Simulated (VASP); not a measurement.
Here is a VASP 6.6.1 calculation.

File INCAR:

```
ALGO = Normal
EDIFF = 1E-6
ENCUT = 520
GGA = PE
ISIF = 2
ISMEAR = 0
LASPH = T
LCHARG = F
LREAL = F
LWAVE = F
NBANDS = 15
NELM = 60
PREC = Accurate
SIGMA = 0.01
```

KPOINTS

```
k-points
0
Gamma
  8 8 8
```

Contents of POSCAR:

```
CaSe
1.0
    0.0000000000      2.9675306062      2.9675306062
    2.9675306062      0.0000000000      2.9675306062
    2.9675306062      2.9675306062      0.0000000000
Ca Se
1 1
Direct
    0.0000000000      0.0000000000      0.0000000000
    0.5000000000      0.5000000000      0.5000000000
```

Potentials or basis: VASP PAW PBE potentials, release 64 (Ca_sv, Se).

Command:

```console
$ cat potpaw_PBE.64/Ca_sv/POTCAR potpaw_PBE.64/Se/POTCAR > POTCAR
$ mpirun -np 1 vasp_std > vasp.out
```

Question: Estimate the pressure.

Answer: 0.7 GPa.

Question: What does it give for the band gap on the k mesh?

Answer: 2.05 eV, indirect (least direct gap 2.97 eV).

**Measured values to compare with.**

From a printed reference work, monograph, original work of 1988, for a bulk crystal of CaSe at 2 K: band gap 3.85 eV (indirect).

Against the measured gap of CaSe, 3.85 eV (indirect; 2 K; a printed reference work, monograph, original work of 1988), the calculated 2.05 eV is off by -1.80 eV. Spin-orbit coupling on Se is left out. The value is that of PBE on a finite k mesh, which can miss the band edges, without temperature or zero-point motion. Semilocal functionals fall short of measured gaps as a rule.
